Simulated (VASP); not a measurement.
**A VASP 6.6.1 single-point calculation on BaS**

INCAR

```
LWAVE = .FALSE.
LREAL = .FALSE.
SIGMA = 0.02
IBRION = -1
NBANDS = 15
LASPH = .TRUE.
EDIFF = 1E-8
ENCUT = 520
ISIF = 2
NSW = 0
NELM = 92
GGA = PE
PREC = Accurate
LCHARG = .FALSE.
ISMEAR = -1
```

KPOINTS

```
KPOINTS created by Atomic Simulation Environment
0
Gamma
6 6 6
0 0 0
```

POSCAR

```
Ba S
 1.0000000000000000
     0.0000000000000000    3.6095087121999998    3.6095087121999998
     3.6095087121999998    0.0000000000000000    3.6095087121999998
     3.6095087121999998    3.6095087121999998    0.0000000000000000
 Ba  S
   1   1
Cartesian
  0.0000000000000000  0.0000000000000000  0.0000000000000000
  1.8047543560999997  1.8047543560999997  1.8047543560999997
```

The recommended PBE PAW datasets give the neutral cell 16 valence electrons.

Command

```
mpirun -np 1 vasp_std
```

Problem. Predict the outcome of this run.

Solution. It converged. Results: gap between bands v and c on the k mesh 2.64 eV; least direct gap on the k mesh 3.19 eV; pressure -1.5 GPa. Band v is the last that the valence electrons fill when counted band by band, and c is the next.

OSZICAR

```
N       E                     dE             d eps       ncg     rms          rms(c)
DAV:   1     0.944761775714E+02    0.94476E+02   -0.62393E+03   480   0.876E+02
DAV:   2    -0.332175751609E+01   -0.97798E+02   -0.89595E+02   642   0.161E+02
DAV:   3    -0.105392183226E+02   -0.72175E+01   -0.71552E+01   670   0.484E+01
DAV:   4    -0.107282407382E+02   -0.18902E+00   -0.18899E+00   656   0.804E+00
DAV:   5    -0.107325240591E+02   -0.42833E-02   -0.42832E-02   665   0.993E-01    0.476E+00
DAV:   6    -0.971586359064E+01    0.10167E+01   -0.14497E+00   557   0.637E+00    0.317E+00
DAV:   7    -0.968014630650E+01    0.35717E-01   -0.40441E-01   564   0.297E+00    0.243E+00
DAV:   8    -0.969066728066E+01   -0.10521E-01   -0.39858E-02   543   0.118E+00    0.764E-01
DAV:   9    -0.970238849072E+01   -0.11721E-01   -0.18183E-02   494   0.902E-01    0.423E-01
DAV:  10    -0.970576099860E+01   -0.33725E-02   -0.13113E-03   543   0.195E-01    0.160E-01
DAV:  11    -0.970759794982E+01   -0.18370E-02   -0.24152E-03   487   0.232E-01    0.359E-02
DAV:  12    -0.970765087541E+01   -0.52926E-04   -0.13193E-04   671   0.516E-02    0.376E-02
DAV:  13    -0.970768363397E+01   -0.32759E-04   -0.61152E-05   494   0.439E-02    0.722E-03
DAV:  14    -0.970768347732E+01    0.15665E-06   -0.82639E-07   676   0.555E-03    0.264E-03
DAV:  15    -0.970768333941E+01    0.13792E-06   -0.37657E-07   515   0.373E-03    0.883E-04
DAV:  16    -0.970768337825E+01   -0.38842E-07   -0.60049E-08   669   0.145E-03    0.785E-04
DAV:  17    -0.970768341616E+01   -0.37913E-07   -0.30893E-08   494   0.102E-03    0.170E-04
DAV:  18    -0.970768340671E+01    0.94542E-08   -0.14724E-09   499   0.228E-04
   1 F= -.97076834E+01 E0= -.97076834E+01  d E =-.221863E-12
```

For comparison, a separate PBE run of the intended cell, on usual settings and not on those above, gives a gap of 2.64 eV on its mesh and a pressure of -1.5 GPa.
